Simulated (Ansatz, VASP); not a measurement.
## One calculation of Rh, two programs

The input INCAR:

```
SYSTEM = Rh
PREC = Accurate
ENCUT = 520
EDIFF = 1E-6
ISMEAR = 0
SIGMA = 0.1
LREAL = .False.
LASPH = .True.
NELM = 100
ALGO = Fast
ISIF = 2
LWAVE = .False.
LCHARG = .False.
GGA = PE
NBANDS = 38
```

KPOINTS

```
regular mesh
0
Gamma
  18 18 6
  0 0 0
```

Contents of POSCAR:

```
Rh
1.0
    2.8005180236      0.0000000000      0.0000000000
   -1.4002590118      2.4253197523      0.0000000000
    0.0000000000      0.0000000000      8.6257159362
Rh
4
Direct
    0.0000000000      0.0000000000      0.0000000000
    0.3333333300      0.6666666700      0.2500000000
    0.0000000000      0.0000000000      0.5000000000
    0.6666666700      0.3333333300      0.7500000000
```

Input for Ansatz:

```yaml
crystal:
  lattice:
    - [2.8005180236, 0.0, 0.0]
    - [-1.4002590118, 2.4253197523, 0.0]
    - [0.0, 0.0, 8.6257159362]
  atoms:
    - { symbol: Rh, position: [0.0, 0.0, 0.0] }
    - { symbol: Rh, position: [0.33333333, 0.66666667, 0.25] }
    - { symbol: Rh, position: [0.0, 0.0, 0.5] }
    - { symbol: Rh, position: [0.66666667, 0.33333333, 0.75] }
basis:
  ecutwfc: 420
kpoints:
  mp_grid: { grid: [18, 18, 6] }
hamiltonian:
  xc: pbe
scf:
  occupations: { method: gaussian, width: 0.1 }
output:
  forces: true
  stress: true
  eigenvalues: true
```

Alike in both runs: task single point; functional PBE; k mesh 18 × 18 × 6; occupations gaussian, width 0.1 eV; no spin polarisation.

```csv
,VASP,Ansatz
version,VASP 6.6.1,Ansatz 0.2.0
potentials or method,"VASP PAW PBE potentials, release 64 (Rh_pv)","scalar-relativistic, plane waves, PAW"
plane-wave cutoff (eV),520,420
valence electrons in the cell,60,68
```

VASP gave:

- gap on the k mesh at the Fermi level (eV): none
- pressure (GPa): -8.2
- largest component of the traceless stress (GPa): 10.08

What did Ansatz give for the same quantities?

gap on the k mesh at the Fermi level (eV): none; pressure (GPa): -8.3; largest component of the traceless stress (GPa): 10.07.

A gap of «none» marks a metal or a gap that the smearing closes. The functional is the same, so the differences come from potentials, cutoffs and numerics. The two sets of potentials don't hold the same shells in valence.
